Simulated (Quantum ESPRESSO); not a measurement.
# InP (F-43m) in Quantum ESPRESSO: equation of state

How stiff is InP in PBE, and what volume does it want? The cell is scaled to several volumes.

Everything below comes from runs of Quantum ESPRESSO 7.5. Logs are shortened: lines on timing, memory, paths and dates and some standing lists are left out, and cuts for length are marked.

**What was measured.**

A printed reference work, data compilation reports, for a bulk crystal of InP: bulk modulus 71 GPa.

How close the calculation comes is told below.

**1. Starting point**

It takes space group F-43m (No. 216, cubic). Conventional cell: a = 5.861 Å, b = 5.861 Å, c = 5.861 Å, α = 90.00°, β = 90.00°, γ = 90.00°. In (site symmetry -43m) has 4 P at 2.54 Å as nearest neighbours. P (site symmetry -43m) has 4 In at 2.54 Å as nearest neighbours.

**2. Single point, PBE, 23.66 Å³/atom**

Input file pw.in:

```
&CONTROL
  calculation = 'scf'
  prefix = 'pwscf'
  outdir = './tmp'
  pseudo_dir = './pseudo'
  tprnfor = .true.
  tstress = .true.
  disk_io = 'nowf'
/
&SYSTEM
  ibrav = 0
  nat = 2
  ntyp = 2
  ecutwfc = 55
  ecutrho = 440
  nbnd = 15
  occupations = 'smearing'
  smearing = 'fd'
  degauss = 0.00367493
/
&ELECTRONS
  conv_thr = 4d-10
  electron_maxstep = 120
  mixing_beta = 0.5
/
ATOMIC_SPECIES
In   114.8180 In.pbe-dn-rrkjus_psl.0.2.2.UPF
P     30.9738 P.pbe-n-rrkjus_psl.1.0.0.UPF
CELL_PARAMETERS angstrom
   0.0000000000    2.8706770916    2.8706770916
   2.8706770916    0.0000000000    2.8706770916
   2.8706770916    2.8706770916    0.0000000000
ATOMIC_POSITIONS crystal
In     0.0000000000    0.0000000000    0.0000000000
P      0.7500000000    0.7500000000    0.7500000000
K_POINTS automatic
8 8 8 0 0 0
```

Potentials or basis: SSSP 1.3 efficiency PBE.

The run is started by

```sh
$ OMP_NUM_THREADS=1 pw.x -in pw.in > pw.out
```

pw.out:

```text
This program is part of the open-source Quantum ESPRESSO suite
     for quantum simulation of materials; please cite
         "P. Giannozzi et al., J. Phys.:Condens. Matter 21 395502 (2009);
         "P. Giannozzi et al., J. Phys.:Condens. Matter 29 465901 (2017);
         "P. Giannozzi et al., J. Chem. Phys. 152 154105 (2020);
     in publications or presentations arising from this work. More details at

     file In.pbe-dn-rrkjus_psl.0.2.2.UPF: wavefunction(s)  5S renormalized
     Message from routine setup:
     using ibrav=0 with symmetry is DISCOURAGED, use correct ibrav instead

     G-vector sticks info
     --------------------
     sticks:   dense  smooth     PW     G-vecs:    dense   smooth      PW
     Sum        1789     889    265                49757    17477    2891

     Using Slab Decomposition

     bravais-lattice index     =            0
     lattice parameter (alat)  =       7.6718  a.u.
     unit-cell volume          =     319.2858 (a.u.)^3
     number of atoms/cell      =            2
     number of atomic types    =            2
     number of electrons       =        18.00
     number of Kohn-Sham states=           15
     kinetic-energy cutoff     =      55.0000  Ry
     charge density cutoff     =     440.0000  Ry
     scf convergence threshold =      4.0E-10
     mixing beta               =       0.5000
     number of iterations used =            8  plain     mixing
     Exchange-correlation= PBE
                           (   1   4   3   4   0   0   0)

     celldm(1)=   7.671817  celldm(2)=   0.000000  celldm(3)=   0.000000
     celldm(4)=   0.000000  celldm(5)=   0.000000  celldm(6)=   0.000000

     crystal axes: (cart. coord. in units of alat)
               a(1) = (   0.000000   0.707107   0.707107 )
               a(2) = (   0.707107   0.000000   0.707107 )
               a(3) = (   0.707107   0.707107   0.000000 )

     reciprocal axes: (cart. coord. in units 2 pi/alat)
               b(1) = ( -0.707107  0.707107  0.707107 )
               b(2) = (  0.707107 -0.707107  0.707107 )
               b(3) = (  0.707107  0.707107 -0.707107 )

     PseudoPot. # 1 for In read from file:
     In.pbe-dn-rrkjus_psl.0.2.2.UPF
     Pseudo is Ultrasoft + core correction, Zval = 13.0
     Generated using "atomic" code by A. Dal Corso  v.5.0.99 svn rev. 10869
     Using radial grid of 1241 points,  6 beta functions with:
                l(1) =   0
                l(2) =   0
                l(3) =   1
                l(4) =   1
                l(5) =   2
                l(6) =   2
     Q(r) pseudized with 0 coefficients

     PseudoPot. # 2 for P  read from file:
     P.pbe-n-rrkjus_psl.1.0.0.UPF
     Pseudo is Ultrasoft + core correction, Zval =  5.0
     Generated using "atomic" code by A. Dal Corso  v.5.1
     Using radial grid of 1147 points,  6 beta functions with:
                l(1) =   0
                l(2) =   0
                l(3) =   1
                l(4) =   1
                l(5) =   2
                l(6) =   2
     Q(r) pseudized with 0 coefficients

     atomic species   valence    mass     pseudopotential
     In               13.00   114.81800     In( 1.00)
     P                 5.00    30.97380     P ( 1.00)

     24 Sym. Ops. (no inversion) found

   Cartesian axes

     site n.     atom                  positions (alat units)
         1        In     tau(   1) = (   0.0000000   0.0000000   0.0000000  )
         2        P      tau(   2) = (   1.0606602   1.0606602   1.0606602  )

     number of k points=    29  Fermi-Dirac smearing, width (Ry)=  0.0037
                       cart. coord. in units 2pi/alat
        k(    1) = (   0.0000000   0.0000000   0.0000000), wk =   0.0039062
        k(    2) = (   0.0883883   0.0883883  -0.0883883), wk =   0.0312500
        k(    3) = (   0.1767767   0.1767767  -0.1767767), wk =   0.0312500
        k(    4) = (   0.2651650   0.2651650  -0.2651650), wk =   0.0312500
        k(    5) = (  -0.3535534  -0.3535534   0.3535534), wk =   0.0156250
        k(    6) = (   0.1767767   0.0000000   0.0000000), wk =   0.0234375
[... 21 lines left out ...]
        k(   28) = (  -0.7071068   0.1767767  -0.0000000), wk =   0.0468750
        k(   29) = (  -0.7071068   0.3535534   0.0000000), wk =   0.0234375

     Dense  grid:    49757 G-vectors     FFT dimensions: (  54,  54,  54)

     Smooth grid:    17477 G-vectors     FFT dimensions: (  40,  40,  40)

     Initial potential from superposition of free atoms

     starting charge      17.9961, renormalised to      18.0000
     Starting wfcs are   13 randomized atomic wfcs +    2 random wfcs

     Self-consistent Calculation

     iteration #  1     ecut=    55.00 Ry     beta= 0.50
     Davidson diagonalization with overlap
     ethr =  1.00E-02,  avg # of iterations =  4.8

     Threshold (ethr) on eigenvalues was too large:
     Diagonalizing with lowered threshold

     Davidson diagonalization with overlap
     ethr =  6.20E-04,  avg # of iterations =  2.8

     total energy              =    -158.88420641 Ry
     estimated scf accuracy    <       0.11177414 Ry

     iteration #  2     ecut=    55.00 Ry     beta= 0.50
     Davidson diagonalization with overlap
     ethr =  6.21E-04,  avg # of iterations =  2.6

     total energy              =    -158.90983841 Ry
     estimated scf accuracy    <       0.00660098 Ry

     iteration #  3     ecut=    55.00 Ry     beta= 0.50
     Davidson diagonalization with overlap
     ethr =  3.67E-05,  avg # of iterations =  6.3

     total energy              =    -158.91138502 Ry
     estimated scf accuracy    <       0.00142878 Ry
[... 75 lines left out ...]
     total energy              =    -158.91155984 Ry
     estimated scf accuracy    <       0.00000001 Ry

     iteration # 15     ecut=    55.00 Ry     beta= 0.50
     Davidson diagonalization with overlap
     ethr =  5.89E-11,  avg # of iterations =  4.9

     total energy              =    -158.91155983 Ry
     estimated scf accuracy    <       0.00000006 Ry

     iteration # 16     ecut=    55.00 Ry     beta= 0.50
     Davidson diagonalization with overlap
     ethr =  5.89E-11,  avg # of iterations =  4.0

     End of self-consistent calculation

          k = 0.0000 0.0000 0.0000 (  2133 PWs)   bands (ev):

    -6.6737  -6.6737  -6.6737  -6.4889  -6.4889  -4.2752   7.6875   7.6875
     7.6875   8.7428  11.7650  11.7650  11.7650  16.5772  17.1903

          k = 0.0884 0.0884-0.0884 (  2175 PWs)   bands (ev):

    -6.6984  -6.6646  -6.6646  -6.4889  -6.4889  -4.0784   6.1462   7.4802
     7.4802   9.5982  11.9861  12.0654  12.0654  16.5349  16.5349

          k = 0.1768 0.1768-0.1768 (  2190 PWs)   bands (ev):

    -6.7535  -6.6452  -6.6452  -6.4858  -6.4858  -3.5278   4.1132   7.0722
     7.0722   9.6609  12.5065  12.5065  13.2033  16.3199  16.3200

          k = 0.2652 0.2652-0.2652 (  2202 PWs)   bands (ev):

    -6.8039  -6.6307  -6.6307  -6.4774  -6.4774  -2.7800   2.3860   6.7427
     6.7427   9.4317  12.5483  12.5483  14.5518  16.8496  17.3218

          k =-0.3536-0.3536 0.3536 (  2186 PWs)   bands (ev):

    -6.8236  -6.6263  -6.6263  -6.4722  -6.4722  -2.3394   1.6066   6.6214
     6.6214   9.3363  12.4865  12.4865  14.9265  17.5031  18.4890

          k = 0.1768 0.0000 0.0000 (  2173 PWs)   bands (ev):

    -6.7155  -6.6557  -6.6557  -6.4967  -6.4826  -4.0139   6.1893   7.1122
     7.1122  10.1596  11.1045  12.5611  12.5611  15.5046  17.3354

          k = 0.2652 0.0884-0.0884 (  2197 PWs)   bands (ev):

    -6.7596  -6.6391  -6.6351  -6.5023  -6.4764  -3.5822   4.6502   6.6524
     6.6910  10.5021  11.3008  13.1219  13.1987  15.2969  17.2241

          k = 0.3536 0.1768-0.1768 (  2185 PWs)   bands (ev):

    -6.8034  -6.6266  -6.6185  -6.4980  -6.4700  -2.8855   2.9219   6.1634
     6.3614  10.2981  12.0070  13.3032  13.6130  16.4901  17.8855

          k =-0.2652-0.4419 0.4419 (  2202 PWs)   bands (ev):

    -6.8272  -6.6216  -6.6131  -6.4856  -6.4699  -2.2700   1.7928   5.7590
     6.3403  10.1758  12.0908  13.0560  14.9106  17.1020  18.5169

          k =-0.1768-0.3536 0.3536 (  2201 PWs)   bands (ev):

    -6.8195  -6.6224  -6.6178  -6.4809  -6.4775  -2.4257   2.0578   5.6189
     6.5899  10.2266  12.2655  12.8592  14.7635  16.9657  17.5251

          k =-0.0884-0.2652 0.2652 (  2187 PWs)   bands (ev):

    -6.7831  -6.6331  -6.6297  -6.4927  -6.4784  -3.1362   3.4658   5.8204
     7.0225  10.3999  12.5074  12.6540  13.3523  15.7059  17.6002

          k = 0.0000-0.1768 0.1768 (  2183 PWs)   bands (ev):

    -6.7343  -6.6541  -6.6458  -6.4943  -6.4831  -3.7638   5.1017   6.4932
     7.4280  10.2749  11.8996  12.2131  12.9382  15.6538  16.6885

          k = 0.3536 0.0000 0.0000 (  2181 PWs)   bands (ev):

    -6.8007  -6.6111  -6.6111  -6.5191  -6.4673  -3.2868   4.3071   6.1348
     6.1348  10.1071  10.9890  14.2253  14.2253  14.7471  17.7399

          k = 0.4419 0.0884-0.0884 (  2202 PWs)   bands (ev):

    -6.8360  -6.5955  -6.5901  -6.5251  -6.4606  -2.7033   3.1555   5.4840
     5.8051  10.1475  11.1414  14.0100  14.7308  16.4721  18.2407

          k =-0.1768-0.5303 0.5303 (  2200 PWs)   bands (ev):

    -6.8493  -6.5983  -6.5824  -6.5150  -6.4628  -2.0635   2.1112   4.7354
     5.7788  10.2387  12.2150  14.0069  14.4711  17.4968  18.6101

          k =-0.0884-0.4419 0.4419 (  2201 PWs)   bands (ev):

    -6.8403  -6.6080  -6.5883  -6.4977  -6.4770  -1.9488   1.9612   4.3353
     6.0625  10.4761  12.7543  14.0184  14.7116  16.5859  17.0236

          k = 0.0000-0.3536 0.3536 (  2209 PWs)   bands (ev):

    -6.8155  -6.6179  -6.6079  -6.4909  -6.4833  -2.5049   2.7282   4.6009
     6.5595  10.8279  12.8459  13.4033  13.4327  15.8203  18.3924

          k = 0.5303-0.0000 0.0000 (  2193 PWs)   bands (ev):

    -6.8723  -6.5647  -6.5647  -6.5442  -6.4520  -2.2721   2.5639   5.4081
     5.4081   9.4984  10.3304  16.1711  16.1711  16.2223  18.2641

          k =-0.0884-0.6187 0.6187 (  2193 PWs)   bands (ev):

    -6.8833  -6.5651  -6.5548  -6.5405  -6.4518  -1.7754   1.9190   4.7693
     5.3183   9.6998  10.6526  15.8218  16.2790  17.7186  18.7236

          k = 0.0000-0.5303 0.5303 (  2201 PWs)   bands (ev):

    -6.8669  -6.5846  -6.5630  -6.5232  -6.4641  -1.6184   1.8081   4.0690
     5.5626  10.0033  12.1997  15.3681  15.4110  16.3258  17.7035

          k =-0.7071 0.0000 0.0000 (  2200 PWs)   bands (ev):

    -6.8993  -6.5552  -6.5449  -6.5449  -6.4456  -1.6161   1.6529   5.1473
     5.1473   9.3331   9.9344  17.3368  17.6793  17.6793  18.5415

          k = 0.3536 0.1768 0.0000 (  2194 PWs)   bands (ev):

    -6.7991  -6.6216  -6.6137  -6.5087  -6.4703  -3.0721   3.6829   5.5134
     6.5180  11.0727  11.2814  12.9327  14.0210  15.6251  18.0485

          k =-0.2652-0.4419 0.6187 (  2200 PWs)   bands (ev):

    -6.8281  -6.6150  -6.5959  -6.5039  -6.4700  -2.3839   2.4702   4.9188
     6.0949  11.0635  11.9167  13.0474  14.5406  16.4992  18.8163

          k =-0.1768-0.3536 0.5303 (  2216 PWs)   bands (ev):

    -6.8386  -6.6144  -6.5898  -6.4964  -6.4731  -1.9875   1.8420   4.7744
     5.8919  11.0382  11.8275  13.7037  15.0977  16.3307  18.5915

          k =-0.1768-0.5303 0.7071 (  2203 PWs)   bands (ev):

    -6.8586  -6.5877  -6.5701  -6.5279  -6.4589  -2.1344   2.4021   4.8659
     5.3803  10.5321  11.1017  13.8795  16.1957  16.6049  19.3086

          k =-0.0884-0.4419 0.6187 (  2210 PWs)   bands (ev):

    -6.8592  -6.5965  -6.5637  -6.5173  -6.4670  -1.6895   1.8983   4.2807
     5.2101  10.8854  12.2338  13.6385  15.3400  16.8524  19.0991

          k = 0.0000-0.3536 0.5303 (  2211 PWs)   bands (ev):

    -6.8464  -6.6076  -6.5724  -6.5066  -6.4749  -1.8351   2.0523   4.1476
     5.5467  11.2456  12.6109  13.0963  15.3751  16.1882  17.8261

          k =-0.7071 0.1768-0.0000 (  2206 PWs)   bands (ev):

    -6.8814  -6.5707  -6.5566  -6.5319  -6.4558  -1.5650   1.7310   4.7834
     4.7853  10.3168  10.8444  15.5721  15.6592  18.1972  19.0669

          k =-0.7071 0.3536 0.0000 (  2208 PWs)   bands (ev):

    -6.8601  -6.5997  -6.5571  -6.5147  -6.4709  -1.5123   1.8201   4.4611
     4.4823  11.9817  12.3192  13.4083  13.8895  18.3609  19.1849

     the Fermi energy is     8.2452 ev

!    total energy              =    -158.91155985 Ry
     estimated scf accuracy    <          8.2E-11 Ry
     smearing contrib. (-TS)   =      -0.00000002 Ry
     internal energy E=F+TS    =    -158.91155983 Ry

     The total energy is F=E-TS. E is the sum of the following terms:
     one-electron contribution =     -57.44181171 Ry
     hartree contribution      =      42.23978223 Ry
     xc contribution           =     -52.11941551 Ry
     ewald contribution        =     -91.59011484 Ry

     convergence has been achieved in  16 iterations

     Forces acting on atoms (cartesian axes, Ry/au):

     atom    1 type  1   force =    -0.00000000   -0.00000000   -0.00000000
     atom    2 type  2   force =    -0.00000000    0.00000000    0.00000000

     Total force =     0.000000     Total SCF correction =     0.000000

     Computing stress (Cartesian axis) and pressure

          total   stress  (Ry/bohr**3)                   (kbar)     P=       86.99
   0.00059133  -0.00000000  -0.00000000           86.99       -0.00       -0.00
  -0.00000000   0.00059133   0.00000000           -0.00       86.99        0.00
  -0.00000000   0.00000000   0.00059133           -0.00        0.00       86.99

=------------------------------------------------------------------------------=
   JOB DONE.
=------------------------------------------------------------------------------=
```

Wall time 37 s (1 thread of Arm Neoverse V2, shared host); peak memory 0.22 GiB.

What came out:

* Free energy: -2162.1019 eV
* Pressure: 8.7 GPa
* Band gap on the k mesh: 1.06 eV, direct

Caveat: spin-orbit coupling is left out, which moves the levels of the heavy elements.

**3. Single point, PBE, 24.16 Å³/atom**

pw.in, as its differences from that of step 2:

```diff
@@ -29,5 +29,5 @@
 CELL_PARAMETERS angstrom
-   0.0000000000    2.8706770916    2.8706770916
-   2.8706770916    0.0000000000    2.8706770916
-   2.8706770916    2.8706770916    0.0000000000
+   0.0000000000    2.8908937935    2.8908937935
+   2.8908937935    0.0000000000    2.8908937935
+   2.8908937935    2.8908937935    0.0000000000
 ATOMIC_POSITIONS crystal
```

Potentials or basis: SSSP 1.3 efficiency PBE.

The run is started by

```sh
$ OMP_NUM_THREADS=1 pw.x -in pw.in > pw.out
```

It took 30 s on 1 thread of Arm Neoverse V2, shared host; peak memory 0.22 GiB.

The run converged. Its results:

- Free energy: -2162.1506 eV
- Pressure: 6.7 GPa
- Band gap on the k mesh: 0.94 eV, direct

Caveat: spin-orbit coupling is left out, which moves the levels of the heavy elements.

**4. Single point, PBE, 24.66 Å³/atom**

pw.in, as its differences from that of step 3:

```diff
@@ -29,5 +29,5 @@
 CELL_PARAMETERS angstrom
-   0.0000000000    2.8908937935    2.8908937935
-   2.8908937935    0.0000000000    2.8908937935
-   2.8908937935    2.8908937935    0.0000000000
+   0.0000000000    2.9108316221    2.9108316221
+   2.9108316221    0.0000000000    2.9108316221
+   2.9108316221    2.9108316221    0.0000000000
 ATOMIC_POSITIONS crystal
```

The run is started by

```sh
$ OMP_NUM_THREADS=1 pw.x -in pw.in > pw.out
```

It took 39 s on 1 thread of Arm Neoverse V2, shared host; peak memory 0.22 GiB.

Results (log left out):

```yaml
Free_energy: -2162.1876 eV
Pressure: 5.0 GPa
Band_gap_on_the_k_mesh: 0.83 eV, direct
```

Caveat: spin-orbit coupling is left out, which moves the levels of the heavy elements.

**5. Single point, PBE, 25.17 Å³/atom**

pw.in, as its differences from that of step 4:

```diff
@@ -29,5 +29,5 @@
 CELL_PARAMETERS angstrom
-   0.0000000000    2.9108316221    2.9108316221
-   2.9108316221    0.0000000000    2.9108316221
-   2.9108316221    2.9108316221    0.0000000000
+   0.0000000000    2.9305000000    2.9305000000
+   2.9305000000    0.0000000000    2.9305000000
+   2.9305000000    2.9305000000    0.0000000000
 ATOMIC_POSITIONS crystal
```

The run is started by

```sh
$ OMP_NUM_THREADS=1 pw.x -in pw.in > pw.out
```

Wall time 28 s (1 thread of Arm Neoverse V2, shared host); peak memory 0.23 GiB.

It converged, with:

| Property | Result |
| --- | --- |
| Free energy | -2162.2140 eV |
| Pressure | 3.4 GPa |
| Band gap on the k mesh | 0.72 eV, direct |

Caveat: spin-orbit coupling is left out, which moves the levels of the heavy elements.

**6. Single point, PBE, 25.67 Å³/atom**

pw.in, as its differences from that of step 5:

```diff
@@ -29,5 +29,5 @@
 CELL_PARAMETERS angstrom
-   0.0000000000    2.9305000000    2.9305000000
-   2.9305000000    0.0000000000    2.9305000000
-   2.9305000000    2.9305000000    0.0000000000
+   0.0000000000    2.9499078504    2.9499078504
+   2.9499078504    0.0000000000    2.9499078504
+   2.9499078504    2.9499078504    0.0000000000
 ATOMIC_POSITIONS crystal
```

Potentials or basis: SSSP 1.3 efficiency PBE.

The run is started by

```sh
$ OMP_NUM_THREADS=1 pw.x -in pw.in > pw.out
```

Wall time 28 s (1 thread of Arm Neoverse V2, shared host); peak memory 0.23 GiB.

It converged, with:

```
Free energy            : -2162.2310 eV
Pressure               : 2.0 GPa
Band gap on the k mesh : 0.61 eV, direct
```

Caveat: spin-orbit coupling is left out, which moves the levels of the heavy elements.

**7. Single point, PBE, 26.17 Å³/atom**

pw.in, as its differences from that of step 6:

```diff
@@ -29,5 +29,5 @@
 CELL_PARAMETERS angstrom
-   0.0000000000    2.9499078504    2.9499078504
-   2.9499078504    0.0000000000    2.9499078504
-   2.9499078504    2.9499078504    0.0000000000
+   0.0000000000    2.9690636329    2.9690636329
+   2.9690636329    0.0000000000    2.9690636329
+   2.9690636329    2.9690636329    0.0000000000
 ATOMIC_POSITIONS crystal
```

The run is started by

```sh
$ OMP_NUM_THREADS=1 pw.x -in pw.in > pw.out
```

It took 29 s on 1 thread of Arm Neoverse V2, shared host; peak memory 0.24 GiB.

It converged, with:

```yaml
Free_energy: -2162.2395 eV
Pressure: 0.7 GPa
Band_gap_on_the_k_mesh: 0.50 eV, direct
```

Caveat: spin-orbit coupling is left out, which moves the levels of the heavy elements.

**8. Single point, PBE, 26.68 Å³/atom**

pw.in, as its differences from that of step 7:

```diff
@@ -29,5 +29,5 @@
 CELL_PARAMETERS angstrom
-   0.0000000000    2.9690636329    2.9690636329
-   2.9690636329    0.0000000000    2.9690636329
-   2.9690636329    2.9690636329    0.0000000000
+   0.0000000000    2.9879753761    2.9879753761
+   2.9879753761    0.0000000000    2.9879753761
+   2.9879753761    2.9879753761    0.0000000000
 ATOMIC_POSITIONS crystal
```

The run is started by

```sh
$ OMP_NUM_THREADS=1 pw.x -in pw.in > pw.out
```

It took 27 s on 1 thread of Arm Neoverse V2, shared host; peak memory 0.24 GiB.

It converged, with:

| Item | Value |
| --- | --- |
| Free energy | -2162.2404 eV |
| Pressure | -0.5 GPa |
| Band gap on the k mesh | 0.40 eV, direct |

Caveat: spin-orbit coupling is left out, which moves the levels of the heavy elements.

**9. Equation of state, PBE**

Potentials or basis: SSSP 1.3 efficiency PBE.

This step only gathers the single runs of the series.

Results:

```
Equilibrium volume                      : 26.49 Å³/atom
Bulk modulus                            : 60 GPa
Pressure derivative of the bulk modulus : 4.6
```

Energy against volume, from the lowest point:
```tsv
volume (Å³/atom)	energy (meV/atom)
23.657	69.26
24.160	44.92
24.663	26.43
25.167	13.21
25.670	4.71
26.173	0.45
26.677	0.00
```

**10. Against experiment**

Step 9. Against the measured bulk modulus of InP, 71 GPa (a printed reference work, data compilation), the calculated 60 GPa is off by -15.9 %. The fit is for a static lattice scaled at fixed shape and fixed fractional positions.
